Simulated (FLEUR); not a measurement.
Runs of FLEUR MaX-R8.1 (later development tree) on TiCo. Symmetry: Pm-3m, No. 221, cubic system. Conventional cell: a = 2.986 Å, b = 2.986 Å, c = 2.986 Å, α = 90.00°, β = 90.00°, γ = 90.00°. Co (site symmetry m-3m) has 8 Ti at 2.59 Å as nearest neighbours. Ti (site symmetry m-3m) is surrounded by 8 Co at 2.59 Å. The cell comes from a database or a generator and needn't be the stable form of this composition.

```csv
task,level,spin,gmax,muffin-tin radii,max iterations,mixing factor,mixer,kmax,moment (μB),V0 of scaled cells (Å³/atom),B0 (GPa)
band structure,r2SCAN,"collinear, ferromagnetic start",13.4 1/bohr,"Co 2.26, Ti 2.26 bohr",80,0.05,Anderson,4.34 1/bohr,0.87,-,-
equation of state,PBE,"collinear, program default start",13.9 1/bohr,"Co 2.19, Ti 2.19 bohr",-,-,-,4.47 1/bohr,-,(a),164
equation of state,r2SCAN,"collinear, program default start",13.9 1/bohr,"Co 2.19, Ti 2.19 bohr",-,-,-,4.47 1/bohr,-,(b),159
single point,PBE,"collinear, ferromagnetic start",13.9 1/bohr,"Co 2.19, Ti 2.19 bohr",60,0.05,Anderson,4.47 1/bohr,0.82,-,-
```

Alike in all rows: potentials or basis all-electron, FLAPW; cell as given; k mesh 9 × 9 × 9; smearing fermi-dirac 0.05 eV.

Problem. Fill in the values left out.

Solution. (a) 13.26; (b) 13.36.

Caveats: the meta-GGA is that of a development version, with a GGA for the radial functions and cores and without core tails (some runs).
